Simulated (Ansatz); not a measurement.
# From the elastic tensor of AlN to moduli and sound speeds

Level of theory: DFT PBE0, scalar-relativistic, plane waves, PAW (Ansatz 0.2.0). Settings: 420 eV plane-wave cutoff, Γ-centred 8×8×8 mesh, fixed occupations. No spin polarisation.

The structure is cubic, space group Fm-3m (No. 225). Conventional cell: a = 4.030 Å, b = 4.030 Å, c = 4.030 Å, α = 90.00°, β = 90.00°, γ = 90.00°. Al (site symmetry m-3m) has 6 N at 2.01 Å as nearest neighbours. Around N (site symmetry m-3m) lie 6 Al at 2.01 Å.

The cell is the ideal cubic rocksalt prototype; this isn't the usual structure of the compound.

Relaxed-ion constants (GPa, on the Cartesian axes of the calculation):
```
480.2 182.7 182.7   0.0   0.0   0.0
182.7 480.2 182.7   0.0   0.0   0.0
182.7 182.7 480.2   0.0   0.0   0.0
  0.0   0.0   0.0 335.6   0.0   0.0
  0.0   0.0   0.0   0.0 335.6   0.0
  0.0   0.0   0.0   0.0   0.0 335.6
```

Density 4.161 g/cm³; 2 atoms in 16.36 Å³.

The values that follow are for a polycrystal of randomly turned grains, by Hill's mean where one number stands.

With S = C⁻¹: B_V = (C11+C22+C33+2(C12+C13+C23))/9, G_V = (C11+C22+C33−C12−C13−C23+3(C44+C55+C66))/15, 1/B_R = S11+S22+S33+2(S12+S13+S23), 15/G_R = 4(S11+S22+S33−S12−S13−S23)+3(S44+S55+S66); Hill is their mean. Then v_l = √((B+4G/3)/ρ), v_t = √(G/ρ), v_m = [(2/v_t³+1/v_l³)/3]^(−1/3) and Θ = (ħ/k_B)·v_m·(6π²n/V)^(1/3) for n atoms in the volume V; E = 9BG/(3B+G), ν = (3B−2G)/(2(3B+G)) and A^U = 5G_V/G_R + B_V/B_R − 6.

| Quantity | Value |
| --- | --- |
| Bulk modulus, Voigt / Reuss / Hill | 281.8 / 281.8 / 281.8 GPa |
| Shear modulus, Voigt / Reuss / Hill | 260.9 / 223.4 / 242.1 GPa |
| Young's modulus | 565 GPa |
| Poisson ratio | 0.166 |
| Pugh ratio B/G | 1.16 |
| Universal anisotropy index | 0.84 |
| Longitudinal and transverse sound speeds | 12055 and 7629 m/s |
| Debye temperature from the mean sound speed | 1240 K |

Cost: 1 run of about 1 core-minutes, on Intel Xeon 6975P-C (Granite Rapids) (shared hosts).

The cubic shear constants differ strongly: C44, at 335.6 GPa, far exceeds half the difference between C11 and C12. The crystal therefore resists shear along the cube faces better than the tetragonal distortion, and Young's modulus is largest along the body diagonals, not along the Al–N bonds. In rocksalt, nearest-neighbour central forces alone barely oppose the C44 shear; its stiffness must come from longer-range electrostatics between highly charged ions and from non-central forces. The latter are clearly present, since purely central pair forces at zero pressure would make C12 and C44 equal. They probably reflect partly covalent Al–N bonding together with the deformability of the nitride ion, which elastic constants alone can't separate.

Stiff bonds and light atoms together account for the high sound speeds and Debye temperature. The low B/G ratio suggests brittleness, but only empirically. The tensor meets the cubic Born criteria, so the lattice is stable against homogeneous strain; stability against finite-wavevector phonons remains open.
